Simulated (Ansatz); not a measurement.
# Cd: response to strain

Cd is deformed so: equal xx and yy strain of +1 %. What stress and forces result, by LAPW, PAW and all-electron datasets made for the crystal?

Computed with Ansatz 0.2.0 (DFT PBE, scalar-relativistic, unless a step's input says otherwise).

### Step 1. The starting structure

Symmetry: P6_3/mmc, No. 194, hexagonal system. The conventional cell has a = 2.979 Å, b = 2.979 Å, c = 5.618 Å, α = 90.00°, β = 90.00°, γ = 120.00°. Cd (site symmetry -6m2) is surrounded by 12 Cd at 2.98 to 3.29 Å.

Coordinates:

```cif
data_structure
_symmetry_space_group_name_H-M 'P 1'
_symmetry_Int_Tables_number 1
_cell_length_a 2.9789
_cell_length_b 2.9789
_cell_length_c 5.6177
_cell_angle_alpha 90.000
_cell_angle_beta 90.000
_cell_angle_gamma 120.000
_cell_volume 43.17
loop_
_atom_site_label
_atom_site_type_symbol
_atom_site_fract_x
_atom_site_fract_y
_atom_site_fract_z
_atom_site_occupancy
Cd1 Cd 0.33333 0.66667 0.25000 1
Cd2 Cd 0.66667 0.33333 0.75000 1
```

Atoms are numbered in the order of the input: Cd1, Cd2.

### Step 2. After the deformation

Space group P6_3/mmc before, P6_3/mmc after.

### Step 3. Full-potential LAPW

input.yaml

```yaml
crystal:
  lattice:
    - [3.0086612332, 0.0, 0.0]
    - [-1.5043306165, 2.6055770593, 0.0]
    - [0.0, 0.0, 5.61765]
  atoms:
    - { symbol: Cd, position: [0.3333333333, 0.6666666667, 0.25] }
    - { symbol: Cd, position: [0.6666666667, 0.3333333333, 0.75] }
kpoints:
  mp_grid: { grid: [14, 14, 7] }
  band_path:
    path:
      - [0.0, 0.0, 0.0]
      - [0.5, 0.0, 0.0]
      - [0.3333333333, 0.3333333333, 0.0]
      - [0.0, 0.0, 0.0]
      - [0.0, 0.0, 0.5]
      - [0.5, 0.0, 0.5]
      - [0.3333333333, 0.3333333333, 0.5]
      - [0.0, 0.0, 0.5]
      - [0.5, 0.0, 0.5]
    npoints: 5
scf:
  occupations: { method: fermi_dirac, width: 0.05 }
hamiltonian:
  xc: pbe
  pseudopotentials: { kind: all_electron, lapw: { basis_error: 0.00025 } }
output:
  forces: true
  stress: true
  eigenvalues: true
```

Started as:

```console
> ansatz run input.yaml --threads 1 --pin off --max-ram 3072MiB --backend cpu --events-out ev --progress --plain --runs-dir out
```

### Step 4. PAW with frozen cores

input.yaml

```yaml
crystal:
  lattice:
    - [3.0086612332, 0.0, 0.0]
    - [-1.5043306165, 2.6055770593, 0.0]
    - [0.0, 0.0, 5.61765]
  atoms:
    - { symbol: Cd, position: [0.3333333333, 0.6666666667, 0.25] }
    - { symbol: Cd, position: [0.6666666667, 0.3333333333, 0.75] }
kpoints:
  mp_grid: { grid: [14, 14, 7] }
scf:
  occupations: { method: fermi_dirac, width: 0.05 }
hamiltonian:
  xc: pbe
  pseudopotentials: { kind: paw }
output:
  forces: true
  stress: true
  eigenvalues: true
  efg: { contact_densities: true }
```

### Step 5. Datasets made for this crystal

input.yaml, as its differences from that of step 4:

```diff
@@ -14,3 +14,3 @@
   xc: pbe
-  pseudopotentials: { kind: paw }
+  pseudopotentials: { kind: all_electron, datasets: crystal }
 output:
```

(Steps that only read results are left out.)

Q: Predict the outcome of this session. Wanted: pressure; largest shear or deviatoric stress.

As calculated:

```
                                 quantity                                           value
                                 pressure  LAPW 1.69, PAW 1.69, crystal datasets 1.69 GPa
largest shear or deviatoric stress (LAPW)                                        0.38 GPa
```

**Reading.** The largest part of the stress beyond the pressure is 0.38 GPa in size, in the zz component; the atoms are carried along and not relaxed. No run of the undeformed cell stands beside it, so the pressure holds what the given cell had before the change. PAW: stress within 0.01 GPa of LAPW. Crystal datasets: stress within 0.01 GPa of LAPW.
